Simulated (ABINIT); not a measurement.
The system is BeTe.

```xyz
2
Lattice="0.0000 2.7700 2.7700 2.7700 0.0000 2.7700 2.7700 2.7700 0.0000" Properties=species:S:1:pos:R:3 pbc="T T T"
Te    4.1550    4.1550    4.1550
Be    0.0000    0.0000    0.0000
```

Base run:

| Quantity | Value |
| --- | --- |
| Program | ABINIT 10.8.3 (patched build) |
| Functional | r2SCAN |
| Potentials or basis | JTH PAW PBE v2.0 |
| Cutoff | 490 eV |
| k mesh | 6 × 6 × 6 |
| Occupations | fermi-dirac, width 0.05 eV |
| Spin | no spin polarisation |

Its results: band gap on the k mesh 2.19 eV, indirect (least direct gap 4.02 eV).

Task: After a change of settings the same cell gave: band gap on the k mesh 2.50 eV, indirect (least direct gap 4.00 eV). Which change was it?
A. k mesh from 6 × 6 × 6 to 8 × 8 × 8
B. k mesh from 6 × 6 × 6 to 3 × 3 × 3
C. functional from r2SCAN to PBEsol; cutoff from 490 eV to 408 eV; fine-grid cutoff from 979.61 eV to 816.342 eV

Result: B.

Caveats: some runs use coarse meshes; spin-orbit coupling is left out, which moves the levels of the heavy elements; an odd mesh through Γ misses points on the zone boundary, where band edges often lie (some runs).
